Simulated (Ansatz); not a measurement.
Input of an Ansatz 0.2.0 run:

The input input.yaml:

```yaml
crystal:
  lattice:
    - [2.34464976, -1.71339982, 0.0]
    - [2.34464976, 1.71339982, 0.0]
    - [-0.86054991, 0.0, 5.05943948]
  atoms:
    - { symbol: Cu, position: [0.0032, 0.4968, 0.0] }
    - { symbol: Cu, position: [0.4968, 0.0032, 0.5] }
    - { symbol: O, position: [0.5714, 0.4056, 0.2537] }
    - { symbol: O, position: [0.4056, 0.5714, 0.7537] }
hamiltonian:
  xc: r2scan
  pseudopotentials: { kind: paw }
  hubbard: { sites: [{ species: Cu, l: d, u_eff: 4.5 }] }
kpoints:
  mp_grid: { grid: [10, 10, 5] }
  band_path:
    path:
      - [[0.0, 0.0, 0.0], [-0.5, -0.5, 0.0], [-0.5249461988, -0.5249461988, 0.3256423996], [-0.5, -0.5, 0.5], [-0.6336779992, -0.3663220008, 0.5]]
      - [[-0.3663220008, 0.3663220008, 0.5], [0.0, 0.0, 0.5], [-0.4750538012, -0.4750538012, 0.6743576004]]
      - [[-0.5, -0.5, 0.0], [-0.612631459, -0.387368541, 0.0]]
      - [[-0.387368541, 0.387368541, 0.0], [0.0, 0.0, 0.0], [-0.5, 0.0, 0.0]]
      - [[-0.5, 0.0, 0.5], [0.0, 0.0, 0.0]]
    npoints: 14
scf:
  occupations: { method: fermi_dirac, width: 0.05 }
  n_extra_bands: 10
output:
  forces: true
  stress: true
  eigenvalues: true
  fatbands: false
  write_density: true
  write_potential: true
  elf: true
  volumetric_format: npy
```

Potentials or basis: Ansatz PAW.

The run is started by

```sh
$ ansatz run input.yaml --threads 2 --pin off --max-ram 5632MiB --backend cpu --events-out ev --progress --plain --runs-dir out
```

(1) Predict the largest force.

(2) Estimate the band gap on the k mesh.

Results:

(1) 0.796 eV/Å.

(2) none (metal or under the smearing width).

Caveat: the run has no spin polarisation, though such a crystal can be magnetic; U without spin polarisation on a metal has little footing; the PAW data sets come from PBE, with cores solved anew for the run's functional, which leaves a small shift of forces and pressure.
